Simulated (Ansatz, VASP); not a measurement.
# BN in VASP and in Ansatz

```xyz
4
Lattice="2.7079 0.0000 0.0000 -1.3539 2.3451 0.0000 0.0000 0.0000 4.2245" Properties=species:S:1:pos:R:3 pbc="T T T"
B     1.3539    0.7817    4.2237
B     0.0000    1.5634    2.1114
N     1.3539    0.7817    2.6411
N     0.0000    1.5634    0.5289
```

Change from the starting cell: strain +0.0600 x Voigt [1, 1, 0, 0, 0, 0], atoms carried along.

Alike in both runs: task single point; functional PBE; k mesh 12 × 12 × 6; occupations gaussian, width 0.05 eV; no spin polarisation.

|  | VASP | Ansatz |
| --- | --- | --- |
| version | VASP 6.6.1 | Ansatz 0.2.0 |
| potentials or method | VASP PAW PBE potentials, release 64 (B, N) | scalar-relativistic, plane waves, PAW |
| plane-wave cutoff (eV) | 520 | 420 |
| valence electrons in the cell | 16 | 16 |

VASP gave:

- gap on the k mesh at the Fermi level (eV): 5.49
- least direct gap on the mesh (eV): 7.00
- pressure (GPa): -33.4
- largest component of the traceless stress (GPa): 27.76
- rms of the force components (eV/Å): 0.034

Estimate Ansatz's values.

gap on the k mesh at the Fermi level (eV): 5.51; least direct gap on the mesh (eV): 7.00; pressure (GPa): -33.4; largest component of the traceless stress (GPa): 27.60; rms of the force components (eV/Å): 0.039.

Atom by atom the forces differ by 0.005 eV/Å (rms over components).

Caveats: the cell as given lies far from equilibrium; so large a pressure means that the cell lies far from this level's equilibrium, or that cutoff or potentials fall short (VASP). A k mesh can miss the band edges.
